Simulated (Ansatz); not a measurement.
# ZnO (zincite) (P6_3mc) in Ansatz: further runs

The runs below take ZnO (zincite) through relaxation of cell and atoms, single point, with RPBE+D3(BJ), exchange-only PBE, PBE.

All numbers are computed with Ansatz 0.2.0; they aren't measurements. Logs are shortened: lines on timing, memory, paths and dates and some standing lists are left out, and cuts for length are marked.

**The experiment to reproduce.**

From “Electronic structure of alkaline earth and post-transition metal oxides”, 2009, arxiv:0908.1581, for a bulk crystal of ZnO: band gap 3.37 eV.

The results are compared with them further down.

**1. The structure**

Symmetry: P6_3mc, No. 186, hexagonal system. The conventional cell has a = 3.249 Å, b = 3.249 Å, c = 5.206 Å, α = 90.00°, β = 90.00°, γ = 120.00°. Around Zn (site symmetry 3m) lie 4 O at 1.97 to 1.98 Å. Around O (site symmetry 3m) lie 4 Zn at 1.97 to 1.98 Å.

**2. Relaxation of cell and atoms, RPBE+D3(BJ)**

input.yaml

```yaml
crystal:
  lattice:
    - [3.249308, 0.0, 0.0]
    - [-1.624654, 2.8139832727, 0.0]
    - [0.0, 0.0, 5.205709]
  atoms:
    - { symbol: Zn, position: [0.6666666667, 0.3333333333, 0.0] }
    - { symbol: Zn, position: [0.3333333333, 0.6666666667, 0.5] }
    - { symbol: O, position: [0.3333333333, 0.6666666667, 0.87901] }
    - { symbol: O, position: [0.6666666667, 0.3333333333, 0.37901] }
hamiltonian:
  xc: rpbe
  pseudopotentials: { kind: paw }
  dispersion: d3bj
kpoints:
  mp_grid: { grid: [9, 9, 5] }
scf:
  occupations: { method: fermi_dirac, width: 0.05 }
output:
  forces: true
  stress: true
relax:
  f_tol: 0.01
  max_steps: 40
  cell: { stress_tol: 0.05 }
```

Potentials or basis: Ansatz PAW.

Launch:

```console
ansatz run input.yaml --threads 2 --pin off --max-ram 5120MiB --backend cpu --events-out ev --progress --plain --runs-dir out
```

What it wrote:

```text
Warning: RAYON_NUM_THREADS=2 ignored (pool sized by the plan → 2); use --threads N
Engine: ansatz 0.2.0, x86_64-unknown-linux-gnu
Pseudopotentials: kind: paw
Pseudopotential: Zn, paw, valence charge 12, recommended cutoff 420 eV (normal), Zn.paw.azcp
Pseudopotential: O, paw, valence charge 6, recommended cutoff 420 eV (normal), O.paw.azcp
Functional definition: RPBE
  parameter kappa = 0.804
  parameter beta = 0.06672455060314922
  exchange = rpbe_x(kappa = kappa, mu = beta*pi^2/3)
  correlation = pbe_c(beta = beta)
Crystal: 4 atoms, lattice volume = 47.598 Å³
Basis set: ecut = 420 eV, 941 PW (Γ), exchange–correlation on 48×48×72 points (8 copies of the dense FFT grid, shifted against one another)
Bands: 22, of which v1, the nominal top of the filled ones, is band 18 counted from 1 (17 counted from 0)
Symmetry: 12 space group operations
Space group: P63mc (ITA 186), of the structure as read, at distance tolerance 3.6e-5 Å
k-points: 36 of 405 (time reversal used)
Non-local potential: Zn, projectors of the file, l = 0: 2, l = 1: 2, l = 2: 3, l = 3: 1
Non-local potential: O, projectors of the file, l = 0: 2, l = 1: 2, l = 2: 1
PAW form: soft (Blöchl's): semilocal exchange-correlation on the pseudo side does not see the compensation charge
PAW frozen core: Zn, regenerated for the run's functional, and the local potential with it (the file was generated under x = pbe(κ = 0.804, μ = 0.2195149727645171), c = pbe(β = 0.06672455060314922))
PAW frozen core: O, regenerated for the run's functional, and the local potential with it (the file was generated under x = pbe(κ = 0.804, μ = 0.2195149727645171), c = pbe(β = 0.06672455060314922))
PAW one-centre angular grid: Zn, 590 points (default); XC on 64 Gauss nodes
PAW one-centre angular grid: O, 110 points (default); XC on 64 Gauss nodes
Initial density: superposition of atomic densities (neutral atoms: chi_scale 0, normalization atom), corrected by the library's trained network
Initial wavefunctions: pseudopotential atomic-orbital guess
Functional: x = rpbe, c = pbe(β = 0.06672455060314922)
SCF iter   1: F=—  HF=-7791.268056 eV  |F-HF|=—  |Δ(HF+E_count)|=         —  Δρ=6.60e-3  dr2=1.42e-2  ethr=1.77e-3  ⟨swp⟩=6.1  Hψ=3570  notcnv=0
preconditioner: auto → Resta (q_TF=auto, 2.604 Å⁻¹)  ε∞=7.3  [insulator: Δε(μ)=0.966 eV  Ē_g=12.845 eV  σ=0.050 eV  W_gap=1.00  n_scr=22 (ndim 8)  ℏωp=32.3 eV  f_vac=0.035  D(μ)=0.00/eV (n_scr^D=0)  ε∞_Penn≈7.3]
SCF iter   2: F=—  HF=-7791.265103 eV  |F-HF|=—  |Δ(HF+E_count)|=   2.95e-3  Δρ=1.63e-3  dr2=8.33e-4  ethr=3.95e-5  ⟨swp⟩=2.0  Hψ=1799  notcnv=0
SCF iter   3: F=—  HF=-7791.264894 eV  |F-HF|=—  |Δ(HF+E_count)|=   2.09e-4  Δρ=1.38e-3  dr2=5.66e-4  ethr=2.31e-6  ⟨swp⟩=2.0  Hψ=1368  notcnv=0
SCF iter   4: F=—  HF=-7791.264910 eV  |F-HF|=—  |Δ(HF+E_count)|=   1.68e-5  Δρ=5.61e-4  dr2=2.09e-4  ethr=1.57e-6  ⟨swp⟩=2.0  Hψ=1368  notcnv=0
SCF iter   5: F=—  HF=-7791.264890 eV  |F-HF|=—  |Δ(HF+E_count)|=   1.99e-5  Δρ=1.68e-4  dr2=1.67e-5  ethr=5.80e-7  ⟨swp⟩=2.6  Hψ=1261  notcnv=0
SCF iter   6: F=—  HF=-7791.264963 eV  |F-HF|=—  |Δ(HF+E_count)|=   7.27e-5  Δρ=3.65e-5  dr2=5.56e-7  ethr=4.64e-8  ⟨swp⟩=2.0  Hψ=1441  notcnv=0
SCF iter   7: F=-7791.264965 eV  HF=-7791.264965 eV  |F-HF|=2.85e-7  |Δ(HF+E_count)|=   1.48e-6  Δρ=1.35e-5  dr2=9.16e-8  ethr=2.78e-10  ⟨swp⟩=4.2  Hψ=2954  notcnv=0
SCF 1 converged in 7 iterations: F = -7791.264965 eV  dr2 = 9.16e-8
relax step   1: F+E_penalty+E_count = -7791.26496491 eV  Δ(F+E_penalty+E_count) = +0.000e0 eV  max|allowed force component| = 8.862e-2 eV/Å  Δτ_max = 0.0000 Å  P = -5.642 GPa  Ω = 47.598 Å³  (7 SCF iters, dr2 threshold 1.00e-7 eV, accepted)
[... 72 lines left out ...]
SCF iter   4: F=—  HF=-7791.301324 eV  |F-HF|=—  |Δ(HF+E_count)|=   2.03e-8  Δρ=2.95e-6  dr2=2.99e-9  ethr=4.75e-11  ⟨swp⟩=2.0  Hψ=1393  notcnv=0
SCF iter   5: F=—  HF=-7791.301324 eV  |F-HF|=—  |Δ(HF+E_count)|=   3.34e-9  Δρ=1.64e-6  dr2=8.10e-10  ethr=8.31e-12  ⟨swp⟩=2.0  Hψ=1369  notcnv=0
SCF iter   6: F=—  HF=-7791.301324 eV  |F-HF|=—  |Δ(HF+E_count)|=   1.80e-9  Δρ=9.98e-7  dr2=3.10e-10  ethr=2.25e-12  ⟨swp⟩=2.0  Hψ=1441  notcnv=0
SCF iter   7: F=-7791.301324 eV  HF=-7791.301324 eV  |F-HF|=8.19e-12  |Δ(HF+E_count)|=  2.46e-10  Δρ=1.20e-7  dr2=5.33e-12  ethr=1.00e-12  ⟨swp⟩=3.0  Hψ=3453  notcnv=0
SCF 8 converged in 7 iterations: F = -7791.301324 eV  dr2 = 5.33e-12
relax step   8: F+E_penalty+E_count = -7791.30132389 eV  Δ(F+E_penalty+E_count) = +2.570e-4 eV  max|allowed force component| = 1.124e-3 eV/Å  Δτ_max = 0.0000 Å  P = -0.013 GPa  Ω = 45.686 Å³  stress off target by 1.97e-2 GPa  SCF on the basis re-selected at this cell (its energy is not comparable with the rows above)  (7 SCF iters)
basis re-selected at this cell: Δ(F+E_penalty+E_count) = +2.570e-4 eV, ΔP = -0.005 GPa vs the last step (what re-selecting the basis moved, of the pressure what is left beyond the Pulay correction that the steps carried, after the strain that the cell walked since its last selection, with what the two solves' SCF thresholds leave and, on support functions, any second-order correction that the steps lacked; it is no measure of the basis error at this ecutwfc). This SCF's stress stands 1.97e-2 GPa from its target on what of the cell is left free (relax.cell.stress_tol is 5.00e-2 GPa) and its largest allowed force component is 1.12e-3 eV/Å (relax.f_tol is 1.00e-2 eV/Å): within both
SCF converged after 7 iterations
Free energy (F): -7791.301324 eV
Harris-Foulkes:  -7791.301324 eV  (|F-HF|=8.19e-12)
Internal energy: -7791.301323 eV  (E = F + TS)
E sigma→0 (E₀):  -7791.301323 eV
Entropy (-TS):   -0.000001 eV (-0.000 meV/atom)
Fermi energy:    8.551101 eV
--- Per-component energies (eV) ---
  E_band       = 89.723427
  E_kinetic    = 615.152951
  E_local      = -3942.994330  (includes V_loc(G=0)·N_el)
  E_nonlocal   = 1334.318944
  E_hartree    = 1625.716334
  E_xc         = -422.456113
  E_vxc        = -290.691816  (∫ρ·V_xc dr)
  E_paw        = -3993.945594  (= ΣΔE_a)
  E_vpaw       = -877.499082  (= ΣTr[D̂ρ^β])
  E_aug_tail   = 0.004159  (compensation charges beyond the density's cutoff)
  E_ewald      = -3003.368428
  E_disp       = -3.539453  (pairwise vdW)
  E_core_change = -0.189792  (= ΣΔE_core)
  E_smearing   = -0.000001  (= −TS)
  E_closure    = -0.000000  (closes the sum)
  Σ components = -7791.301324   (vs F -7791.301324, Δ=0.00e0)
--- Forces (eV/Å), atoms counted from 1 ---
  atom   1  Zn     0.00000000    -0.00000000    -0.00112384
  atom   2  Zn    -0.00000000     0.00000000    -0.00112384
  atom   3  O     -0.00000000    -0.00000000     0.00112497
  atom   4  O     -0.00000000     0.00000000     0.00112497
  max |Σ_I F_I| component: 2.28e-6 eV/Å
--- Stress (GPa, compression-positive) ---
       -0.019691       0.000000       0.000000
        0.000000      -0.019691      -0.000000
        0.000000      -0.000000       0.000218
  P = ⅓ Tr σ = -0.0131 GPa (-0.131 kbar)
--- Relaxed structure (6 steps of the walk, 6 accepted, 2 SCFs on fresh bases) ---
  F+E_penalty+E_count = -7791.30132389 eV   max|allowed force component| = 1.124e-3 eV/Å   (the final SCF, on the basis selected at the relaxed cell)
  cell:  # Å, volume = 45.6856 Å³
    - [3.2079207382460266, -3.45353558175234e-33, 0.0]
    - [-1.6039603691230133, 2.77814085264799, -1.457814015536011e-18]
    - [-3.688601031319551e-34, -2.6968730107956246e-18, 5.126267803021895]
  atoms:
    - { symbol: Zn, position: [0.6666666666666667, 0.3333333333333333, -0.0016511442857739653] }
    - { symbol: Zn, position: [0.3333333333333333, 0.6666666666666666, 0.49834885571422616] }
    - { symbol: O, position: [0.3333333333333333, 0.6666666666666666, 0.880661144285774] }
    - { symbol: O, position: [0.6666666666666667, 0.3333333333333333, 0.380661144285774] }
```

Wall time 8.2 s (2 threads of Intel Xeon 6975P-C (Granite Rapids), shared host); peak memory 0.39 GiB.

Results:

| Property | Result |
| --- | --- |
| Free energy | -7791.3013 eV |
| Relaxed volume | 11.42 Å³/atom |
| Relaxed cell | a = 3.208 Å, b = 3.208 Å, c = 5.126 Å, α = 90.00°, β = 90.00°, γ = 120.00° |
| Space group after relaxing (to 0.05 Å) | P6_3mc (No. 186) |
| Energy gained by relaxing | 9.1 meV/atom |
| Ionic steps | 8 |
| Pressure after relaxing | 0.0 GPa |
| Band gap on the k mesh | 0.96 eV |

The path:
```
step  energy change (eV)  largest force (eV/Å)  volume (Å³)
   1              0.0000                0.0886        47.60
   2             -0.0302                0.0713        46.64
   3             -0.0430                0.0207        45.68
   4             -0.0431                0.0150        45.70
   5             -0.0430                0.0008        45.75
   6             -0.0363                0.0007        45.75
   7             -0.0366                0.0012        45.69
   8             -0.0364                0.0011        45.69
```

Final structure:
```yaml
crystal:
  lattice:
    - [3.20792, 0.00000, 0.00000]
    - [-1.60396, 2.77814, 0.00000]
    - [0.00000, 0.00000, 5.12627]
  atoms:
    - { symbol: Zn, position: [0.66667, 0.33333, 0.99835] }
    - { symbol: Zn, position: [0.33333, 0.66667, 0.49835] }
    - { symbol: O, position: [0.33333, 0.66667, 0.88066] }
    - { symbol: O, position: [0.66667, 0.33333, 0.38066] }
```

Caveat: odd divisions of the mesh miss points on the zone boundary, where band edges often lie, so the gap on the mesh can be too wide; the plane-wave basis is chosen anew once the cell has moved, so the energies of steps on either side of that aren't comparable; the pressure holds a Pulay correction of +0.7 GPa for the finite cutoff; the PAW data sets come from PBE, with cores solved anew for the run's functional, which leaves a small shift of forces and pressure.

**3. Relaxation of cell and atoms, exchange-only PBE**

input.yaml, as its differences from that of step 2:

```diff
@@ -11,5 +11,4 @@
 hamiltonian:
-  xc: rpbe
+  xc: { exchange: pbe, correlation: none }
   pseudopotentials: { kind: paw }
-  dispersion: d3bj
 kpoints:
```

Potentials or basis: Ansatz PAW.

Launch:

```console
ansatz run input.yaml --threads 2 --pin off --max-ram 5120MiB --backend cpu --events-out ev --progress --plain --runs-dir out
```

Run time: 11 s. Hardware: 2 threads of Intel Xeon 6975P-C (Granite Rapids), shared host; peak memory 0.4 GiB.

It converged, with:

* Free energy: -7680.2041 eV
* Relaxed volume: 13.90 Å³/atom
* Relaxed cell: a = 3.410 Å, b = 3.410 Å, c = 5.523 Å, α = 90.00°, β = 90.00°, γ = 120.00°
* Space group after relaxing (to 0.05 Å): P6_3mc (No. 186)
* Energy gained by relaxing: 112.6 meV/atom
* Ionic steps: 10
* Pressure after relaxing: 0.0 GPa
* Band gap on the k mesh: 0.63 eV

The path:
```tsv
step	energy change (eV)	largest force (eV/Å)	volume (Å³)
1	0.0000	0.0783	47.60
2	-0.3062	0.0377	51.21
3	-0.3825	0.0336	54.19
4	-0.3826	0.0270	54.77
5	-0.3825	0.0056	54.82
6	-0.3825	0.0000	54.82
7	-0.4466	0.0009	54.82
8	-0.4471	0.0010	55.51
9	-0.4468	0.0008	55.61
10	-0.4503	0.0005	55.61
```

Final structure:
```
Zn O
1.0
     3.40989    0.00000    0.00000
    -1.70495    2.95305    0.00000
     0.00000    0.00000    5.52280
Zn O
2 2
Direct
  0.66667 0.33333 0.00035
  0.33333 0.66667 0.50035
  0.33333 0.66667 0.87866
  0.66667 0.33333 0.37866
```

Caveat: the volume moved by over 15 % at a fixed basis, so the end points are rough; odd divisions of the mesh miss points on the zone boundary, where band edges often lie, so the gap on the mesh can be too wide; the plane-wave basis is chosen anew once the cell has moved, so the energies of steps on either side of that aren't comparable; the pressure holds a Pulay correction of +0.6 GPa for the finite cutoff; the volume moved by +17 % from the deposited cell, more than functionals usually miss; the PAW data sets come from PBE, with cores solved anew for the run's functional, which leaves a small shift of forces and pressure.

**4. Single point, PBE**

input.yaml, as its differences from that of step 3:

```diff
@@ -11,3 +11,3 @@
 hamiltonian:
-  xc: { exchange: pbe, correlation: none }
+  xc: pbe
   pseudopotentials: { kind: paw }
@@ -17,2 +17,4 @@
   occupations: { method: fermi_dirac, width: 0.05 }
+basis:
+  ecutwfc: "250 eV"
 output:
@@ -20,5 +22,2 @@
   stress: true
-relax:
-  f_tol: 0.01
-  max_steps: 40
-  cell: { stress_tol: 0.05 }
+  eigenvalues: true
```

Launch:

```console
ansatz run input.yaml --threads 2 --pin off --max-ram 5120MiB --backend cpu --events-out ev --progress --plain --runs-dir out
```

Run time: 0.61 s. Hardware: 2 threads of Intel Xeon 6975P-C (Granite Rapids), shared host; peak memory 0.32 GiB.

Results (log left out):

- Free energy: -7768.1687 eV
- Pressure: 9.9 GPa
- Largest force: 0.105 eV/Å
- Band gap on the k mesh: 0.62 eV, direct

Forces in eV/Å, atoms in the order of the input:
```
Zn   0.000  0.000 -0.105
Zn   0.000  0.000 -0.105
O    0.000  0.000  0.105
O    0.000  0.000  0.105
```

Stress tensor (GPa, compression positive):
```
 9.42  0.00  0.00
 0.00  9.42  0.00
 0.00  0.00 10.87
```

Levels at points of the mesh, in eV from the valence-band top:
```tsv
k point	band 14	band 15	band 16	band 17	band 18	band 19	band 20	band 21	band 22
(0.00, 0.00, 0.00)	-1.01	-1.01	0.00	0.00	0.00	0.62	5.10	8.18	12.89
```

Caveat: odd divisions of the mesh miss points on the zone boundary, where band edges often lie, so the gap on the mesh can be too wide; the pressure holds a Pulay correction of +103.2 GPa for the finite cutoff; the cutoff lies under the one recommended for these potentials.

**5. Summary**

| task | level | cell | cutoff (eV) | gap on the mesh (eV) | pressure (GPa) | relaxed volume (Å³/atom) |
| --- | --- | --- | --- | --- | --- | --- |
| relaxation of cell and atoms | RPBE+D3(BJ) | relaxed | 420 | 0.96 | 0.0 | 11.42 |
| relaxation of cell and atoms | exchange-only PBE | relaxed | 420 | 0.63 | 0.0 | 13.90 |
| single point | PBE | as given | 250 | 0.62 | 9.9 | - |

Alike in all rows: potentials or basis Ansatz PAW; no spin polarisation; k mesh 9 × 9 × 5; smearing fermi-dirac 0.05 eV.

Caveats: odd divisions of the mesh miss points on the zone boundary, where band edges often lie, so the gap on the mesh can be too wide; the plane-wave basis is chosen anew once the cell has moved, so the energies of steps on either side of that aren't comparable (some runs); the PAW data sets come from PBE, with cores solved anew for the run's functional, which leaves a small shift of forces and pressure (some runs); the volume moved by over 15 % at a fixed basis, so the end points are rough (some runs); the volume moved by +17 % from the deposited cell, more than functionals usually miss (some runs); the pressure holds a Pulay correction of +103.2 GPa for the finite cutoff (some runs); the cutoff lies under the one recommended for these potentials (some runs).

Absolute energies hang on the potentials; compare differences alone.

**6. Comparison with measurements**

Step 4. A measured gap of ZnO is 3.37 eV (quoted in “Electronic structure of alkaline earth and post-transition metal oxides”, 2009, arxiv:0908.1581); the calculated 0.62 eV misses it by -2.75 eV. So large a miss can be the level of theory's own, or it may mean another phase, state or a wrong row. The value is that of PBE, without temperature or zero-point motion. Semilocal functionals fall short of measured gaps as a rule.
